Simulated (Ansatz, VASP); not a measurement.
LiCl: VASP beside Ansatz

```xyz
2
Lattice="0.0000 2.5560 2.5560 2.5560 0.0000 2.5560 2.5560 2.5560 0.0000" Properties=species:S:1:pos:R:3 pbc="T T T"
Li    0.0000    0.0000    0.0000
Cl    2.5560    2.5560    2.5560
```

Alike in both runs: task single point; functional PBE; k mesh 8 × 8 × 8; occupations fermi-dirac, width 0.02 eV; no spin polarisation.

```csv
,VASP,Ansatz
version,VASP 6.6.1,Ansatz 0.2.0
potentials or method,"VASP PAW PBE potentials, release 64 (Li_sv, Cl)","plane waves, PAW"
plane-wave cutoff (eV),520,420
valence electrons in the cell,10,10
```

```tsv
	VASP	Ansatz	Ansatz less VASP
gap on the k mesh at the Fermi level (eV)	6.40	6.39	-0.013
```

The functional is the same, so the differences come from potentials, cutoffs and numerics.

 A k mesh can miss the band edges. A hybrid or GW would open this gap; PBE tends to underestimate it.
